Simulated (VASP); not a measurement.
A run of VASP 6.6.1:

POSCAR

```
BN
1.0
    0.0000000000      1.8075000000      1.8075000000
    1.8075000000      0.0000000000      1.8075000000
    1.8075000000      1.8075000000      0.0000000000
B N
1 1
Direct
    0.0000000000      0.0000000000      0.0000000000
    0.2500000000      0.2500000000      0.2500000000
```

The input INCAR.step1:

```
PREC     = Accurate       # precision mode
ENCUT    = 600            # plane-wave cutoff, eV
EDIFF    = 1E-5           # SCF threshold, eV
ISMEAR   = -1             # smearing method
SIGMA    = 0.05           # smearing width, eV
LREAL    = F              # projectors in reciprocal space
LASPH    = T              # aspherical terms in the spheres
NELM     = 60             # most SCF steps
ALGO     = Normal         # electronic algorithm
LWAVE    = T              # write WAVECAR
LCHARG   = F              # write CHGCAR
PSTRESS  = 0            
GGA      = PE             # functional
KPAR     = 2
```

Contents of INCAR.step2:

```
PREC     = Accurate       # precision mode
ENCUT    = 600            # plane-wave cutoff, eV
EDIFF    = 1E-6           # SCF threshold, eV
ISMEAR   = -1             # smearing method
SIGMA    = 0.05           # smearing width, eV
LREAL    = F              # projectors in reciprocal space
LASPH    = T              # aspherical terms in the spheres
NELM     = 60             # most SCF steps
ALGO     = Normal         # electronic algorithm
ISIF     = 3              # what is computed and relaxed
LWAVE    = F              # write WAVECAR
LCHARG   = F              # write CHGCAR
GGA      = PE             # functional
LHFCALC  = T              # exact exchange
HFSCREEN = 0.2            # screening, 1/A
PRECFOCK = Fast         
IBRION   = 2              # ionic algorithm
NSW      = 40             # ionic steps
EDIFFG   = -0.02          # ionic threshold
PSTRESS  = 0            
ISTART   = 1            
KPAR     = 2
```

File KPOINTS:

```
Automatic mesh
0
Gamma
  6 6 6
```

Potentials or basis: VASP PAW PBE potentials, release 64 (B, N).

The run is started by

```sh
$ cat potpaw_PBE.64/B/POTCAR potpaw_PBE.64/N/POTCAR > POTCAR
$ cp INCAR.step1 INCAR
$ mpirun -np 2 vasp_std > vasp.out
$ cp INCAR.step2 INCAR
$ mpirun -np 2 vasp_std > vasp.out
```

Hardware: 2 MPI ranks on AMD EPYC 7R13 Processor (Zen 3), with other jobs on the host.

Question: How long does it take, and how much memory?

Answer: Run time: 100 s on 2 MPI ranks on AMD EPYC 7R13 Processor (Zen 3) (shared host), peak memory 0.18 GiB a rank. Counts: scf iterations 25, k points 16, ion steps 3.
